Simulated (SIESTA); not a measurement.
Crystal: Sn.

```
Sn
1.0
     0.00000    3.23334    3.23334
     3.23334    0.00000    3.23334
     3.23334    3.23334    0.00000
Sn
2
Cartesian
  4.8500 4.8500 4.8500
  3.2333 3.2333 3.2333
```

This isn't the form of Sn at room conditions, which is tetragonal (white tin).

- Program: SIESTA 5.4.2
- Task: relaxation of cell and atoms
- Functional: PBE
- Potentials or basis: PseudoDojo 0.4 standard (PBE files)
- Basis: DZP (energy shift 0.003 Ry; two zetas on semicore shells)
- Grid cutoff: 750 Ry
- Energy shift: 0.003 Ry
- k mesh: 5 × 5 × 5
- Occupations: fermi-dirac, width 0.05 eV
- Spin: no spin polarisation

At the start: pressure 4.3 GPa; volume 33.80 Å³/atom.

Task: Where does the relaxation end?

Result: Over 4 steps the energy falls by 42.1 meV/atom and the volume is 37.29 Å³/atom (+10.3 %); space group Fd-3m (No. 227, to 0.05 Å).

The path:
```
step  energy change (eV)  largest force (eV/Å)  pressure (GPa)  volume (Å³)
   1              0.0000                0.0000            4.27        67.61
   2             -0.0078                0.0001            4.04        67.91
   3             -0.0838                0.0000            0.23        74.08
   4             -0.0841                0.0000            0.01        74.57
```

Final structure:
```xyz
2
Lattice="0.0002 3.3409 3.3409 3.3409 0.0002 3.3409 3.3409 3.3409 0.0002" Properties=species:S:1:pos:R:3 pbc="T T T"
Sn    5.0115    5.0115    5.0115
Sn    3.3410    3.3410    3.3410
```

Caveat: the volume moved by +10 % from the deposited cell, more than functionals usually miss; the basis of atomic orbitals isn't converged, which shifts pressures, moduli and gaps.
